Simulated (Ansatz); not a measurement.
# SnO2 (Cassiterite) (P4_2/mnm) in Ansatz: relaxation of cell and atoms with RPBE+D4

Aim: the relaxation of cell and atoms of SnO2 (Cassiterite) with RPBE+D4.

Program: Ansatz 0.2.0. These are calculated values, not measurements. Logs are shortened: lines on timing, memory, paths and dates and some standing lists are left out, and cuts for length are marked.

### 1 The structure

Symmetry: P4_2/mnm, No. 136, tetragonal system. Conventional cell: a = 4.738 Å, b = 4.738 Å, c = 3.187 Å, α = 90.00°, β = 90.00°, γ = 90.00°. Sn (site symmetry mmm) has 6 O at 2.05 to 2.06 Å as nearest neighbours. Around O (site symmetry m2m) lie 3 Sn at 2.05 to 2.06 Å.

### 2 Relaxation of cell and atoms, RPBE+D4

input.yaml reads:

```yaml
crystal:
  lattice:
    - [4.738, 0.0, 0.0]
    - [0.0, 4.738, 0.0]
    - [0.0, 0.0, 3.1865]
  atoms:
    - { symbol: Sn, position: [0.5, 0.5, 0.5] }
    - { symbol: Sn, position: [0.0, 0.0, 0.0] }
    - { symbol: O, position: [0.8071, 0.1929, 0.5] }
    - { symbol: O, position: [0.6929, 0.6929, 0.0] }
    - { symbol: O, position: [0.1929, 0.8071, 0.5] }
    - { symbol: O, position: [0.3071, 0.3071, 0.0] }
hamiltonian:
  xc: rpbe
  pseudopotentials: { kind: paw }
  dispersion: d4
kpoints:
  mp_grid: { grid: [6, 6, 8] }
scf:
  occupations: { method: fermi_dirac, width: 0.05 }
output:
  forces: true
  stress: true
relax:
  f_tol: 0.01
  max_steps: 40
  cell: { stress_tol: 0.05 }
```

Potentials or basis: Ansatz PAW.

Launch:

```console
ansatz run input.yaml --threads 2 --pin off --max-ram 5632MiB --backend cpu --events-out ev --progress --plain --runs-dir out
```

What it wrote:

```text
Warning: RAYON_NUM_THREADS=2 ignored (pool sized by the plan → 2); use --threads N
Engine: ansatz 0.2.0, x86_64-unknown-linux-gnu
Pseudopotentials: kind: paw
Pseudopotential: Sn, paw, valence charge 14, recommended cutoff 420 eV (normal), Sn.paw.azcp
Pseudopotential: O, paw, valence charge 6, recommended cutoff 420 eV (normal), O.paw.azcp
Functional definition: RPBE
  parameter kappa = 0.804
  parameter beta = 0.06672455060314922
  exchange = rpbe_x(kappa = kappa, mu = beta*pi^2/3)
  correlation = pbe_c(beta = beta)
Crystal: 6 atoms, lattice volume = 71.533 Å³
Basis set: ecut = 420 eV, 1411 PW (Γ), exchange–correlation on 64×64×48 points (8 copies of the dense FFT grid, shifted against one another)
Bands: 32, of which v1, the nominal top of the filled ones, is band 26 counted from 1 (25 counted from 0)
Symmetry: 16 space group operations
Space group: P42/mnm (ITA 136), of the structure as read, at distance tolerance 4.2e-5 Å
k-points: 50 of 288
Non-local potential: Sn, projectors of the file, l = 0: 2, l = 1: 2, l = 2: 2, l = 3: 2
Non-local potential: O, projectors of the file, l = 0: 2, l = 1: 2, l = 2: 1
PAW form: soft (Blöchl's): semilocal exchange-correlation on the pseudo side does not see the compensation charge
PAW frozen core: Sn, regenerated for the run's functional, and the local potential with it (the file was generated under x = pbe(κ = 0.804, μ = 0.2195149727645171), c = pbe(β = 0.06672455060314922))
PAW frozen core: O, regenerated for the run's functional, and the local potential with it (the file was generated under x = pbe(κ = 0.804, μ = 0.2195149727645171), c = pbe(β = 0.06672455060314922))
PAW one-centre angular grid: Sn, 590 points (default); XC on 64 Gauss nodes
PAW one-centre angular grid: O, 110 points (default); XC on 64 Gauss nodes
Initial density: superposition of atomic densities (neutral atoms: chi_scale 0, normalization atom), corrected by the library's trained network
Initial wavefunctions: pseudopotential atomic-orbital guess
Functional: x = rpbe, c = pbe(β = 0.06672455060314922)
SCF iter   1: F=—  HF=-14345.066238 eV  |F-HF|=—  |Δ(HF+E_count)|=         —  Δρ=4.37e-3  dr2=1.01e-2  ethr=1.77e-3  ⟨swp⟩=6.0  Hψ=7044  notcnv=0  defer=6
preconditioner: auto → Resta (q_TF=auto, 2.587 Å⁻¹)  ε∞=3.5  [insulator: Δε(μ)=1.399 eV  Ē_g=19.920 eV  σ=0.050 eV  W_gap=1.00  n_scr=18 (ndim 8)  ℏωp=31.7 eV  f_vac=0.027  D(μ)=0.00/eV (n_scr^D=0)  ε∞_Penn≈3.5]
SCF iter   2: F=—  HF=-14345.065832 eV  |F-HF|=—  |Δ(HF+E_count)|=   4.05e-4  Δρ=1.98e-3  dr2=1.37e-3  ethr=1.94e-5  ⟨swp⟩=2.4  Hψ=3128  notcnv=0  defer=19
SCF iter   3: F=—  HF=-14345.066108 eV  |F-HF|=—  |Δ(HF+E_count)|=   2.76e-4  Δρ=6.24e-4  dr2=2.30e-4  ethr=2.63e-6  ⟨swp⟩=2.2  Hψ=2538  notcnv=0  defer=19
SCF iter   4: F=—  HF=-14345.066179 eV  |F-HF|=—  |Δ(HF+E_count)|=   7.08e-5  Δρ=1.52e-4  dr2=1.34e-5  ethr=4.43e-7  ⟨swp⟩=2.0  Hψ=2066  notcnv=0  defer=19
SCF iter   5: F=—  HF=-14345.066123 eV  |F-HF|=—  |Δ(HF+E_count)|=   5.64e-5  Δρ=5.26e-5  dr2=2.20e-6  ethr=2.58e-8  ⟨swp⟩=2.1  Hψ=2201  notcnv=0  defer=19
SCF iter   6: F=-14345.066128 eV  HF=-14345.066127 eV  |F-HF|=5.56e-8  |Δ(HF+E_count)|=   4.60e-6  Δρ=8.93e-6  dr2=4.32e-8  ethr=1.92e-10  ⟨swp⟩=4.0  Hψ=7106  notcnv=0
SCF 1 converged in 6 iterations: F = -14345.066128 eV  dr2 = 4.32e-8
relax step   1: F+E_penalty+E_count = -14345.06612753 eV  Δ(F+E_penalty+E_count) = +0.000e0 eV  max|allowed force component| = 2.268e-1 eV/Å  Δτ_max = 0.0000 Å  P = +7.245 GPa  Ω = 71.533 Å³  (6 SCF iters, dr2 threshold 1.00e-7 eV, accepted)
Crystal: 6 atoms, lattice volume = 73.787 Å³
Basis set: ecut = 420 eV, 1435 PW (Γ), exchange–correlation on 64×64×48 points (8 copies of the dense FFT grid, shifted against one another)
Initial density: handed on by an earlier stage of this run
Initial wavefunctions: those handed on with the density
iter 1 solved again at ethr=4.52e-5 eV; its pass at ethr=3.10e-3 eV (dr2=2.35e-2 eV) is discarded
SCF iter   1: F=—  HF=-14345.119256 eV  |F-HF|=—  |Δ(HF+E_count)|=         —  Δρ=6.17e-3  dr2=2.29e-2  ethr=4.52e-5  ⟨swp⟩=1.2  Hψ=8123  notcnv=0
[... 44 lines left out ...]
SCF iter   4: F=—  HF=-14345.126817 eV  |F-HF|=—  |Δ(HF+E_count)|=   6.99e-6  Δρ=3.20e-6  dr2=2.77e-9  ethr=3.90e-10  ⟨swp⟩=2.0  Hψ=2400  notcnv=0
SCF iter   5: F=—  HF=-14345.126817 eV  |F-HF|=—  |Δ(HF+E_count)|=   2.27e-8  Δρ=5.84e-7  dr2=1.30e-10  ethr=5.33e-12  ⟨swp⟩=2.0  Hψ=2834  notcnv=0
SCF iter   6: F=-14345.126817 eV  HF=-14345.126817 eV  |F-HF|=2.73e-11  |Δ(HF+E_count)|=  1.02e-10  Δρ=1.55e-7  dr2=1.08e-11  ethr=1.00e-12  ⟨swp⟩=5.0  Hψ=5417  notcnv=0
SCF 6 converged in 6 iterations: F = -14345.126817 eV  dr2 = 1.08e-11
relax step   6: F+E_penalty+E_count = -14345.12681723 eV  Δ(F+E_penalty+E_count) = -1.243e-2 eV  max|allowed force component| = 1.436e-4 eV/Å  Δτ_max = 0.0000 Å  P = +0.247 GPa  Ω = 73.826 Å³  stress off target by 2.72e-1 GPa  SCF on the basis re-selected at this cell (its energy is not comparable with the rows above)  (6 SCF iters)
basis re-selected at this cell: Δ(F+E_penalty+E_count) = -1.243e-2 eV, ΔP = +0.248 GPa vs the last step (what re-selecting the basis moved, of the pressure what is left beyond the Pulay correction that the steps carried, after the strain that the cell walked since its last selection, with what the two solves' SCF thresholds leave and, on support functions, any second-order correction that the steps lacked; it is no measure of the basis error at this ecutwfc). This SCF's stress stands 2.72e-1 GPa from its target on what of the cell is left free (relax.cell.stress_tol is 5.00e-2 GPa) and its largest allowed force component is 1.44e-4 eV/Å (relax.f_tol is 1.00e-2 eV/Å): not within both, so this SCF does not close the relaxation
Crystal: 6 atoms, lattice volume = 73.924 Å³
iter 1 solved again at ethr=6.79e-8 eV; its pass at ethr=3.10e-3 eV (dr2=3.53e-5 eV) is discarded
SCF iter   1: F=—  HF=-14345.126488 eV  |F-HF|=—  |Δ(HF+E_count)|=         —  Δρ=2.39e-4  dr2=3.45e-5  ethr=6.79e-8  ⟨swp⟩=2.0  Hψ=7725  notcnv=0
preconditioner: auto → Resta (q_TF=auto, 2.573 Å⁻¹)  ε∞=3.5  [insulator: Δε(μ)=0.949 eV  Ē_g=19.568 eV  σ=0.050 eV  W_gap=1.00  n_scr=18 (ndim 8)  ℏωp=31.1 eV  f_vac=0.036  D(μ)=0.00/eV (n_scr^D=0)  ε∞_Penn≈3.5]
SCF iter   2: F=—  HF=-14345.126444 eV  |F-HF|=—  |Δ(HF+E_count)|=   4.39e-5  Δρ=6.93e-5  dr2=2.92e-6  ethr=6.63e-8  ⟨swp⟩=2.0  Hψ=2180  notcnv=0
SCF iter   3: F=—  HF=-14345.126444 eV  |F-HF|=—  |Δ(HF+E_count)|=   8.19e-8  Δρ=3.34e-5  dr2=8.16e-7  ethr=5.61e-9  ⟨swp⟩=2.6  Hψ=2471  notcnv=0
SCF iter   4: F=-14345.126445 eV  HF=-14345.126445 eV  |F-HF|=4.83e-8  |Δ(HF+E_count)|=   2.67e-7  Δρ=7.29e-6  dr2=5.27e-8  ethr=3.56e-10  ⟨swp⟩=3.0  Hψ=5867  notcnv=0
SCF 7 converged in 4 iterations: F = -14345.126445 eV  dr2 = 5.27e-8
relax step   7: F+E_penalty+E_count = -14345.12644461 eV  Δ(F+E_penalty+E_count) = +3.726e-4 eV  max|allowed force component| = 2.444e-4 eV/Å  Δτ_max = 0.0001 Å  P = -0.000 GPa  Ω = 73.924 Å³  energy of the carried Pulay correction = -4.472e-4 eV  (4 SCF iters, dr2 threshold 1.85e-7 eV, accepted)
iter 1 solved again at ethr=1.92e-8 eV; its pass at ethr=3.10e-3 eV (dr2=9.96e-6 eV) is discarded
SCF iter   1: F=—  HF=-14345.126935 eV  |F-HF|=—  |Δ(HF+E_count)|=         —  Δρ=5.50e-5  dr2=1.08e-7  ethr=1.92e-8  ⟨swp⟩=3.8  Hψ=11715  notcnv=0
preconditioner: auto → Resta (q_TF=auto, 2.573 Å⁻¹)  ε∞=3.5  [insulator: Δε(μ)=0.950 eV  Ē_g=19.568 eV  σ=0.050 eV  W_gap=1.00  n_scr=18 (ndim 8)  ℏωp=31.1 eV  f_vac=0.036  D(μ)=0.00/eV (n_scr^D=0)  ε∞_Penn≈3.5]
SCF iter   2: F=—  HF=-14345.126928 eV  |F-HF|=—  |Δ(HF+E_count)|=   6.58e-6  Δρ=2.80e-5  dr2=4.11e-8  ethr=2.08e-10  ⟨swp⟩=2.0  Hψ=2889  notcnv=0
SCF iter   3: F=—  HF=-14345.126937 eV  |F-HF|=—  |Δ(HF+E_count)|=   9.20e-6  Δρ=3.29e-6  dr2=5.10e-9  ethr=7.90e-11  ⟨swp⟩=2.0  Hψ=2324  notcnv=0
SCF iter   4: F=—  HF=-14345.126937 eV  |F-HF|=—  |Δ(HF+E_count)|=   1.39e-8  Δρ=1.94e-6  dr2=7.84e-10  ethr=9.80e-12  ⟨swp⟩=2.0  Hψ=2200  notcnv=0
SCF iter   5: F=—  HF=-14345.126937 eV  |F-HF|=—  |Δ(HF+E_count)|=   3.21e-8  Δρ=4.36e-7  dr2=8.01e-11  ethr=1.51e-12  ⟨swp⟩=2.0  Hψ=2400  notcnv=0
SCF iter   6: F=-14345.126937 eV  HF=-14345.126937 eV  |F-HF|=3.64e-12  |Δ(HF+E_count)|=  6.78e-10  Δρ=1.16e-7  dr2=4.01e-12  ethr=1.00e-12  ⟨swp⟩=5.0  Hψ=5531  notcnv=0
SCF 8 converged in 6 iterations: F = -14345.126937 eV  dr2 = 4.01e-12
relax step   8: F+E_penalty+E_count = -14345.12693714 eV  Δ(F+E_penalty+E_count) = -4.925e-4 eV  max|allowed force component| = 2.962e-4 eV/Å  Δτ_max = 0.0000 Å  P = +0.005 GPa  Ω = 73.924 Å³  stress off target by 5.50e-3 GPa  SCF on the basis re-selected at this cell (its energy is not comparable with the rows above)  (6 SCF iters)
basis re-selected at this cell: Δ(F+E_penalty+E_count) = -4.925e-4 eV, ΔP = +0.005 GPa vs the last step (what re-selecting the basis moved, of the pressure what is left beyond the Pulay correction that the steps carried, after the strain that the cell walked since its last selection, with what the two solves' SCF thresholds leave and, on support functions, any second-order correction that the steps lacked; it is no measure of the basis error at this ecutwfc). This SCF's stress stands 5.50e-3 GPa from its target on what of the cell is left free (relax.cell.stress_tol is 5.00e-2 GPa) and its largest allowed force component is 2.96e-4 eV/Å (relax.f_tol is 1.00e-2 eV/Å): within both
SCF converged after 6 iterations
Free energy (F): -14345.126937 eV
Harris-Foulkes:  -14345.126937 eV  (|F-HF|=3.64e-12)
Internal energy: -14345.126936 eV  (E = F + TS)
E sigma→0 (E₀):  -14345.126937 eV
Entropy (-TS):   -0.000001 eV (-0.000 meV/atom)
Fermi energy:    9.678848 eV
--- Per-component energies (eV) ---
  E_band       = -132.657211
  E_kinetic    = 1081.945332
  E_local      = -2913.699772  (includes V_loc(G=0)·N_el)
  E_nonlocal   = 129.480977
  E_hartree    = 1510.131649
  E_xc         = -1056.694742
  E_vxc        = -561.987099  (∫ρ·V_xc dr)
  E_paw        = -8951.262471  (= ΣΔE_a)
  E_vpaw       = -888.669791  (= ΣTr[D̂ρ^β])
  E_aug_tail   = 0.009838  (compensation charges beyond the density's cutoff)
  E_ewald      = -4141.787050
  E_disp       = -3.219646  (pairwise vdW)
  E_core_change = -0.031050  (= ΣΔE_core)
  E_smearing   = -0.000001  (= −TS)
  E_closure    = 0.000000  (closes the sum)
  Σ components = -14345.126937   (vs F -14345.126937, Δ=0.00e0)
--- Forces (eV/Å), atoms counted from 1 ---
  atom   1  Sn    -0.00000000    -0.00000000     0.00000000
  atom   2  Sn     0.00000000     0.00000000     0.00000000
  atom   3  O      0.00029624    -0.00029624     0.00000000
  atom   4  O     -0.00029624    -0.00029624    -0.00000000
  atom   5  O     -0.00029624     0.00029624    -0.00000000
  atom   6  O      0.00029624     0.00029624     0.00000000
  max |Σ_I F_I| component: 1.73e-18 eV/Å
--- Stress (GPa, compression-positive) ---
        0.004475      -0.000000       0.000000
       -0.000000       0.004475       0.000000
        0.000000       0.000000       0.005499
  P = ⅓ Tr σ = 0.0048 GPa (0.048 kbar)
--- Relaxed structure (6 steps of the walk, 6 accepted, 2 SCFs on fresh bases) ---
  F+E_penalty+E_count = -14345.12693714 eV   max|allowed force component| = 2.962e-4 eV/Å   (the final SCF, on the basis selected at the relaxed cell)
  cell:  # Å, volume = 73.9237 Å³
    - [4.779418079843559, 4.945953719780209e-34, -1.0441389122389205e-33]
    - [4.945953719780209e-34, 4.779418079843559, -8.792806612942594e-34]
    - [-6.283436350837792e-34, -5.91352432928273e-34, 3.2361856221502325]
  atoms:
    - { symbol: Sn, position: [0.5, 0.5, 0.5] }
    - { symbol: Sn, position: [3.813853146494476e-21, 2.6220240382150884e-20, -6.197737428397013e-35] }
    - { symbol: O, position: [0.805980590468851, 0.1940194095311491, 0.5] }
    - { symbol: O, position: [0.6940194095311492, 0.6940194095311492, 2.460821195698321e-34] }
    - { symbol: O, position: [0.1940194095311491, 0.805980590468851, 0.5] }
    - { symbol: O, position: [0.3059805904688509, 0.3059805904688509, 4.321001917934654e-36] }
```

It took 53 s on 2 threads of Intel Xeon at 2.50GHz (Skylake/Cascade Lake), shared host; peak memory 0.43 GiB.

What came out:

| Property | Result |
| --- | --- |
| Free energy | -14345.1269 eV |
| Relaxed volume | 12.32 Å³/atom |
| Relaxed cell | a = 4.779 Å, b = 4.779 Å, c = 3.236 Å, α = 90.00°, β = 90.00°, γ = 90.00° |
| Space group after relaxing (to 0.05 Å) | P4_2/mnm (No. 136) |
| Energy gained by relaxing | 10.1 meV/atom |
| Ionic steps | 8 |
| Pressure after relaxing | 0.0 GPa |
| Band gap on the k mesh | 0.95 eV |

Step by step:
```tsv
step	energy change (eV)	largest force (eV/Å)	volume (Å³)
1	0.0000	0.3208	71.53
2	-0.0470	0.0655	73.79
3	-0.0476	0.0615	73.88
4	-0.0483	0.0148	73.81
5	-0.0483	0.0000	73.83
6	-0.0607	0.0002	73.83
7	-0.0603	0.0003	73.92
8	-0.0608	0.0004	73.92
```

Final structure:
```
Sn O
1.0
     4.77942    0.00000    0.00000
     0.00000    4.77942    0.00000
     0.00000    0.00000    3.23619
Sn O
2 4
Direct
  0.50000 0.50000 0.50000
  0.00000 0.00000 0.00000
  0.80598 0.19402 0.50000
  0.69402 0.69402 0.00000
  0.19402 0.80598 0.50000
  0.30598 0.30598 0.00000
```

Caveat: the plane-wave basis is chosen anew once the cell has moved, so the energies of steps on either side of that aren't comparable; the pressure holds a Pulay correction of +0.7 GPa for the finite cutoff; spin-orbit coupling is left out, which moves the levels of the heavy elements; the PAW data sets come from PBE, with cores solved anew for the run's functional, which leaves a small shift of forces and pressure. Zero-point motion and thermal expansion aren't in these numbers.
